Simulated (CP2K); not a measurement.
Crystal: RbBr.

```
Rb Br
1.0
     4.84651    0.00000    0.00000
     2.42325    4.19720    0.00000
     2.42325    1.39907    3.95716
Rb Br
1 1
Direct
  0.00000 0.00000 0.00000
  0.50000 0.50000 0.50000
```

Base run:

* Program: CP2K 2026.2
* Functional: PBE
* Potentials or basis: GTH_POTENTIALS Rb GTH-PBE-q9, Br GTH-PBE-q7; DZVP-MOLOPT-SR-GTH basis
* Density cutoff: 6123 eV
* k mesh: 7 × 7 × 7
* Occupations: fermi-dirac, width 0.05 eV
* Spin: no spin polarisation

Its results: band gap on the k mesh 4.40 eV, direct; pressure 1.2 GPa.

The run is repeated on the same cell with these changes: potentials or basis from GTH_POTENTIALS Rb GTH-PBE-q9, Br GTH-PBE-q7; DZVP-MOLOPT-SR-GTH basis to GTH_POTENTIALS Rb GTH-PBE-q9, Br GTH-PBE-q7; TZVP-MOLOPT-SR-GTH basis; basis sets from Rb DZVP-MOLOPT-SR-GTH-q9, Br DZVP-MOLOPT-SR-GTH-q7 to Rb TZVP-MOLOPT-SR-GTH-q9, Br TZVP-MOLOPT-SR-GTH-q7. What comes out?

Band gap on the k mesh 4.33 eV, direct; pressure 1.1 GPa.

Caveats: the basis of atomic orbitals isn't converged, which shifts pressures, moduli and gaps; an odd mesh through Γ misses points on the zone boundary, where band edges often lie (some runs).
